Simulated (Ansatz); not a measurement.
# MgO (Fm-3m) in Ansatz: reference runs

How does MgO come out in PBEsol? The cell is run as given.

Program: Ansatz 0.2.0. These are calculated values, not measurements. Logs are shortened: lines on timing, memory, paths and dates and some standing lists are left out, and cuts for length are marked.

**Measured values to compare with.**

“Electronic structure of alkaline earth and post-transition metal oxides”, 2009, arxiv:0908.1581 quotes, for a bulk crystal of MgO: band gap 7.83 eV.

The runs below are set against these values where they give the same quantity.

## (1) The crystal as given

Symmetry: Fm-3m, No. 225, cubic system. The conventional cell has a = 4.194 Å, b = 4.194 Å, c = 4.194 Å, α = 90.00°, β = 90.00°, γ = 90.00°. Around Mg (site symmetry m-3m) lie 6 O at 2.10 Å. O (site symmetry m-3m) has 6 Mg at 2.10 Å as nearest neighbours.

The cell is a database's computed one.

## (2) Single point, PBEsol

File input.yaml:

```yaml
crystal:
  lattice:
    - [0.0, 2.0970013927, 2.0970013927]
    - [2.0970013927, 0.0, 2.0970013927]
    - [2.0970013927, 2.0970013927, 0.0]
  atoms:
    - { symbol: Mg, position: [0.0, 0.0, 0.0] }
    - { symbol: O, position: [0.5, 0.5, 0.5] }
kpoints:
  mp_grid: { grid: [11, 11, 11] }
scf:
  occupations: { method: fermi_dirac, width: 0.05 }
hamiltonian:
  xc: pbesol
  pseudopotentials: { kind: all_electron, lapw: { basis_error: 0.001 } }
output:
  forces: true
  stress: true
  eigenvalues: true
  populations: true
```

Potentials or basis: all-electron LAPW, scalar-relativistic.

Started as:

```
$ ansatz run input.yaml --threads 1 --pin off --max-ram 3072MiB --backend cpu --events-out ev --progress --plain --runs-dir out
```

The program printed:

```text
Warning: RAYON_NUM_THREADS=1 ignored (pool sized by the plan → 1); use --threads N
Mg: projections on atomic orbitals take those of the free atom 1s2 2s2 2p6 3s2, of charge +0.00 (hamiltonian.pseudopotentials.projection_atoms)
O: projections on atomic orbitals take those of the free atom 1s2 2s2 2p4, of charge +0.00 (hamiltonian.pseudopotentials.projection_atoms)
LAPW: plane waves up to 9.104 Å⁻¹, error target 1.0e-3 eV per atom; small_component_spin mean_spin; O in spheres of 1.030 Å, 8 of its electrons in bands, Dirac shells []; Mg in spheres of 1.067 Å, 10 of its electrons in bands, Dirac shells [] (how accurate: hamiltonian.pseudopotentials.lapw.basis_error, Limitations)
Engine: ansatz 0.2.0, aarch64-unknown-linux-gnu
Pseudopotentials: kind: all_electron
Pseudopotential: Mg, LAPW, valence charge 10, lapw/all_electron/scalar/gaussian/Mg, Koelling and Harmon's equation, gaussian nucleus
Pseudopotential: O, LAPW, valence charge 8, lapw/all_electron/scalar/gaussian/O, Koelling and Harmon's equation, gaussian nucleus
Functional definition: PBEsol
  exchange = pbesol_x
  correlation = pbesol_c
Crystal: 2 atoms, lattice volume = 18.443 Å³
Basis set: ecut = 315.7651663859302 eV, 259 PW (Γ), exchange–correlation at level 2
Bands: 13, of which v1, the nominal top of the filled ones, is band 9 counted from 1 (8 counted from 0)
Symmetry: 48 space group operations
Space group: Fm-3m (ITA 225), of the structure as read, at distance tolerance 2.6e-5 Å
k-points: 56 of 1331
Non-local potential: Mg, projectors of the file, none
Non-local potential: O, projectors of the file, none
Initial density: superposition of atomic densities (chi_scale 0.1, normalization cell, long waves kept (reshape's long-wave potential 0.00 eV rms))
Initial wavefunctions: plane waves of lowest kinetic energy (no species holds an atomic orbital)
Functional: x = pbesol(κ = 0.804, μ = 0.12345679012345678), c = pbesol(β = 0.046)
iter 1 solved again at ethr=1.18e-2 eV; its pass at ethr=1.00e-1 eV (dr2=2.12e0 eV) is discarded
SCF iter   1: F=—  HF=-7485.857905 eV  |F-HF|=—  |Δ(HF+E_count)|=         —  Δρ=1.04e-1  dr2=2.12e0  ethr=1.18e-2  ⟨swp⟩=2.0  Hψ=4790  notcnv=0
preconditioner: auto → none  [insulator: Δε(μ)=6.634 eV  Ē_g=20.252 eV  σ=0.050 eV  W_gap=1.00  n_scr=8 (ndim 8)  ℏωp=24.5 eV  f_vac=0.000  D(μ)=0.00/eV (n_scr^D=0)  ε∞_Penn≈2.5]
iter 2 solved again at ethr=1.95e-4 eV; its pass at ethr=1.18e-2 eV (dr2=3.50e-2 eV) is discarded
SCF iter   2: F=—  HF=-7484.693859 eV  |F-HF|=—  |Δ(HF+E_count)|=    1.16e0  Δρ=1.94e-2  dr2=3.50e-2  ethr=1.95e-4  ⟨swp⟩=2.1  Hψ=3864  notcnv=0
SCF iter   3: F=—  HF=-7484.419569 eV  |F-HF|=—  |Δ(HF+E_count)|=   2.74e-1  Δρ=1.54e-2  dr2=4.72e-2  ethr=1.94e-4  ⟨swp⟩=3.0  Hψ=2365  notcnv=0
SCF iter   4: F=—  HF=-7484.412931 eV  |F-HF|=—  |Δ(HF+E_count)|=         —  Δρ=4.56e-4  dr2=1.09e-5  ethr=1.94e-4  ⟨swp⟩=2.0  Hψ=2184  notcnv=0
the basis was enlarged: its passes take 208.9 KiB over the memory plan, 1 of 1 planned eigensolver slots
SCF iter   5: F=—  HF=-7484.412953 eV  |F-HF|=—  |Δ(HF+E_count)|=   2.22e-5  Δρ=1.23e-4  dr2=1.99e-6  ethr=6.05e-8  ⟨swp⟩=3.0  Hψ=2128  notcnv=0
SCF iter   6: F=—  HF=-7484.412957 eV  |F-HF|=—  |Δ(HF+E_count)|=   3.60e-6  Δρ=1.50e-5  dr2=3.57e-8  ethr=1.11e-8  ⟨swp⟩=2.0  Hψ=1960  notcnv=0
SCF iter   7: F=-7484.412957 eV  HF=-7484.412957 eV  |F-HF|=3.60e-10  |Δ(HF+E_count)|=   2.19e-7  Δρ=2.59e-6  dr2=1.06e-9  ethr=1.98e-10  ⟨swp⟩=2.1  Hψ=1963  notcnv=0
SCF 1 converged in 7 iterations: F = -7484.412957 eV  dr2 = 1.06e-9
SCF converged after 7 iterations
Free energy (F): -7484.412957 eV
Harris-Foulkes:  -7484.412957 eV  (|F-HF|=3.60e-10)
Internal energy: -7484.412957 eV  (E = F + TS)
E sigma→0 (E₀):  -7484.412957 eV
Fermi energy:    10.329205 eV
--- Per-component energies (eV) ---
  E_band       = -1281.290130
  E_kinetic    = 7486.513131
  E_xc         = -664.912062
  E_electrostatic = -14306.014026  (all electrons and nuclei)
  E_smearing   = -0.000000  (= −TS)
  E_closure    = 0.000000  (closes the sum)
  E_atoms      = -7471.950774  (free atoms, spherical and without spin; not in F)
  Σ components = -7484.412957   (vs F -7484.412957, Δ=0.00e0)
  Basis errors (estimates in eV, not in F): energy 3.4e-4 per atom: plane waves 3.1e-4 (1.7e-4 summed), levels above the bands 9.7e-131, relativity 5.2e-8, radial functions 3.8e-5, core shells 4.4e-12; eigenvalues (radial functions only) 1.7e-5; not estimated: angular momenta, meshes, grids; target (lapw.basis_error) 1.0e-3; muffin-tin radii O 1.030 Å, Mg 1.067 Å
--- Forces (eV/Å), atoms counted from 1 ---
  atom   1  Mg    -0.00000000     0.00000000     0.00000000
  atom   2  O      0.00000000    -0.00000000    -0.00000000
  max |Σ_I F_I| component: 1.67e-30 eV/Å
--- Stress (GPa, compression-positive) ---
        2.409880       0.000000       0.000000
        0.000000       2.409880      -0.000000
        0.000000      -0.000000       2.409880
  P = ⅓ Tr σ = 2.4099 GPa (24.099 kbar)
--- Band table (eV; the first three rows and the last of 56) ---
  k-point 0: bands = ["-493.4786", "-63.9568", "-30.8768", "-30.8768", "-30.8768", "-9.3702", "7.8885", "7.8885", "7.8885", "12.6495", "23.6020", "23.6020", "23.6020"]
  k-point 1: bands = ["-493.4786", "-63.9560", "-30.8844", "-30.8776", "-30.8776", "-9.2761", "7.3268", "7.8303", "7.8303", "13.1850", "22.4943", "23.8072", "23.8072"]
  k-point 2: bands = ["-493.4786", "-63.9540", "-30.9045", "-30.8796", "-30.8796", "-9.0132", "6.1338", "7.6786", "7.6786", "14.2586", "21.0493", "24.2675", "24.2675"]
  k-point 55: bands = ["-493.4786", "-63.9441", "-30.9346", "-30.9310", "-30.9075", "-7.7054", "4.7161", "4.9303", "6.2181", "19.0546", "19.7521", "20.1340", "23.7381"]
--- Löwdin populations: 2 sites ---
  site symbol       q [e]
     0     Mg     10.4776
     1      O      9.3568
  spilling = 0.008275 (of n_electrons = 20.000000)
```

Wall time 5.6 s (1 thread of Arm Neoverse V2, shared host); peak memory 0.26 GiB.

What came out:

```yaml
Free_energy: -7484.4130 eV
Pressure: 2.4 GPa
Band_gap_on_the_k_mesh: 4.76 eV, direct
Loewdin_charges: Mg +1.52; O -1.36 e
```

Caveat: the atomic charges don't sum to the cell's charge.

## (3) Comparison with measurements

Step 2. A measured gap of MgO is 7.83 eV (quoted in “Electronic structure of alkaline earth and post-transition metal oxides”, 2009, arxiv:0908.1581); the calculated 4.76 eV misses it by -3.07 eV. The value is that of PBEsol, without temperature or zero-point motion. Semilocal functionals fall short of measured gaps as a rule. The cell is a database's relaxed one, not the measured one, which moves gaps too.
